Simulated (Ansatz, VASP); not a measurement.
One calculation of Si, two programs

```
CELL_PARAMETERS angstrom
4.86773 0.00000 0.00000
0.00000 4.86773 0.00000
0.00000 0.00000 4.86773
ATOMIC_POSITIONS crystal
Si 0.00000 0.00000 0.00000
Si 0.50000 0.50000 0.50000
Si 0.25000 0.00000 0.50000
Si 0.75000 0.00000 0.50000
Si 0.50000 0.25000 0.00000
Si 0.50000 0.75000 0.00000
Si 0.00000 0.50000 0.25000
Si 0.00000 0.50000 0.75000
```

The cell was built by a generator and needn't be a form met in nature.

Alike in both runs: functional PBEsol; k mesh 5 × 5 × 5; occupations fermi-dirac, width 0.1 eV; no spin polarisation.

Ansatz relaxed the structure, and its values are those at the end. VASP's run is a single point on that final structure, the one shown.

```csv
,VASP,Ansatz
version,VASP 6.6.1,Ansatz 0.2.0
potentials or method,"VASP PAW PBE potentials, release 64 (Si)","plane waves (420 eV) with PAW, scalar-relativistic"
plane-wave cutoff (eV),520,420
valence electrons in the cell,32,32
```

```tsv
	VASP	Ansatz	Ansatz less VASP
pressure (GPa)	0.2	0.0	-0.13
```

Ansatz warned: «pseudo_functional_mismatch».

Caveats: the PAW data sets were made with another functional, which shifts forces and pressure a little (VASP).
